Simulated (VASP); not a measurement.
Si2W:

```
CELL_PARAMETERS angstrom
-3.25017 3.12838 0.05236
3.27360 3.15181 0.07121
1.61353 -1.63998 -4.21185
ATOMIC_POSITIONS crystal
Si 0.63868 0.01558 0.29910
Si 0.16327 0.49641 0.34525
Si 0.34039 0.00443 0.67550
Si 0.82731 0.49612 0.66186
W 0.02527 0.99062 0.01272
W 0.50508 0.49684 0.00558
```

The cell isn't the ideal one: all atoms moved at random, sigma 0.05 Å a component, cell strained at random, sigma 0.06.

| Item | Value |
| --- | --- |
| Program | VASP 6.6.1 |
| Task | relaxation of cell and atoms |
| Functional | PBE |
| Potentials or basis | VASP PAW PBE potentials, release 64 (Si, W_sv) |
| Cutoff | 600 eV |
| k mesh | 7 × 6 × 7 |
| Occupations | gaussian, width 0.05 eV |
| Spin | no spin polarisation |

At the start: pressure -5.9 GPa; volume 14.29 Å³/atom.

Question: Where does the relaxation end?

Answer: Over 16 steps the energy falls by 140.0 meV/atom and the volume is 13.69 Å³/atom (-4.2 %); space group I4/mmm (No. 139, to 0.05 Å).

The path:
```tsv
step	energy change (eV)	largest force (eV/Å)	pressure (GPa)	volume (Å³)
1	0.0000	2.0947	-5.88	85.71
2	-0.5861	1.3042	10.66	79.01
3	-0.7163	1.3978	4.20	80.88
4	-0.7977	0.2821	-4.44	83.94
5	-0.8127	0.4512	-2.22	83.05
6	-0.8343	0.1841	1.12	81.70
7	-0.8360	0.1342	0.38	81.98
8	-0.8388	0.0889	-0.26	82.19
9	-0.8388	0.0887	-0.26	82.19
10	-0.8397	0.0405	0.20	82.03
11	-0.8397	0.0414	0.22	82.02
12	-0.8400	0.0213	-0.12	82.16
13	-0.8400	0.0212	-0.12	82.15
14	-0.8401	0.0137	0.02	82.10
15	-0.8401	0.0136	0.02	82.10
16	-0.8401	0.0084	-0.01	82.11
```

Final structure:
```
CELL_PARAMETERS angstrom
-3.23028 3.23130 0.00074
3.23209 3.23150 0.00003
1.61450 -1.61517 -3.93243
ATOMIC_POSITIONS crystal
Si 0.66536 0.99996 0.33036
Si 0.16498 0.49999 0.33025
Si 0.33504 0.00004 0.66982
Si 0.83459 0.50004 0.66958
W 0.00011 0.99999 0.00005
W 0.49993 0.49998 0.99994
```
